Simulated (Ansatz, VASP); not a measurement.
**One calculation of Os, two programs**

INCAR

```
SYSTEM = Os
ALGO = Normal
EDIFF = 1E-6
ENCUT = 520
GGA = PS
ISIF = 2
ISMEAR = 0
LASPH = .True.
LCHARG = .True.
LELF = .True.
LREAL = .False.
LVHAR = .True.
LWAVE = .False.
NBANDS = 10
NELM = 100
PREC = Accurate
SIGMA = 0.15
```

Contents of KPOINTS:

```
k-points
0
Gamma
  20 20 20
  0 0 0
```

The input POSCAR:

```
Os
1.0
    0.0000000000      1.9450000000      1.9450000000
    2.0908750000      0.0000000000      1.9450000000
    2.0908750000      1.9450000000      0.0000000000
Os
1
Direct
    0.0000000000      0.0000000000      0.0000000000
```

Input for Ansatz:

```yaml
crystal:
  lattice:
    - [0.0, 1.945, 1.945]
    - [2.090875, 0.0, 1.945]
    - [2.090875, 1.945, 0.0]
  atoms:
    - { symbol: Os, position: [0.0, 0.0, 0.0] }
basis:
  ecutwfc: 420
kpoints:
  mp_grid: { grid: [20, 20, 20] }
hamiltonian:
  xc: pbesol
scf:
  occupations: { method: gaussian, width: 0.15 }
output:
  forces: true
  stress: true
  eigenvalues: true
```

Change from the starting cell: strain +0.0750 x Voigt [1, 0, 0, 0, 0, 0], atoms carried along.

Alike in both runs: task single point; functional PBEsol; k mesh 20 × 20 × 20; occupations gaussian, width 0.15 eV; no spin polarisation.

|  | VASP | Ansatz |
| --- | --- | --- |
| version | VASP 6.6.1 | Ansatz 0.2.0 |
| potentials or method | VASP PAW PBE potentials, release 64 (Os) | scalar-relativistic, plane waves, PAW |
| plane-wave cutoff (eV) | 520 | 420 |
| valence electrons in the cell | 8 | 16 |

```csv
,VASP,Ansatz,Ansatz less VASP
gap on the k mesh at the Fermi level (eV),none,none,-
pressure (GPa),-39.0,-38.6,+0.38
largest component of the traceless stress (GPa),13.06,13.20,+0.137
```

A gap of «none» marks a metal or a gap that the smearing closes. The functional is the same, so the differences come from potentials, cutoffs and numerics. The two sets of potentials don't hold the same shells in valence.

Caveats: the cell as given lies far from equilibrium; so large a pressure means that the cell lies far from this level's equilibrium, or that cutoff or potentials fall short (VASP); the potentials were made for another functional, which shifts forces and pressure (VASP). Spin-orbit coupling is left out, which matters for the levels of Os.
